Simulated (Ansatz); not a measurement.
HfC:

```xyz
2
Lattice="0.0000 2.2280 2.2280 2.2280 0.0000 2.2280 2.2280 2.2280 0.0000" Properties=species:S:1:pos:R:3 pbc="T T T"
Hf    2.2280    2.2280    2.2280
C     0.0000    0.0000    0.0000
```

The cell isn't the ideal one: volume scaled by 0.88.

- Program: Ansatz 0.2.0
- Task: relaxation of cell and atoms
- Functional: LDA
- Potentials or basis: all-electron LAPW, non-relativistic
- Basis error allowed: 0.001 eV/atom
- k mesh: 10 × 10 × 10
- Occupations: gaussian, width 0.025 eV
- Spin: collinear spin, random start
- Starting moments: [0.06, 0.0] μB

At the start: volume 11.06 Å³/atom.

Task: How do energy, volume and symmetry change on relaxing?

Result: Over 5 steps the energy falls by 169.3 meV/atom and the volume is 12.56 Å³/atom (+13.5 %); space group Fm-3m (No. 225, to 0.05 Å); moment 0.00 μB per cell.

Step by step:
```tsv
step	energy change (eV)	largest force (eV/Å)	volume (Å³)
1	0.0000	0.0000	22.12
2	-0.3338	0.0000	25.52
3	-0.3385	0.0000	25.18
4	-0.3387	0.0000	25.11
5	-0.3387	0.0000	25.11
```

Final structure:
```
Hf C
1.0
     0.00000    2.32433    2.32433
     2.32433    0.00000    2.32433
     2.32433    2.32433    0.00000
Hf C
1 1
Direct
  0.50000 0.50000 0.50000
  0.00000 0.00000 0.00000
```

Caveat: relativity is left out, which matters for the heavier elements; the starting moments weren't kept.
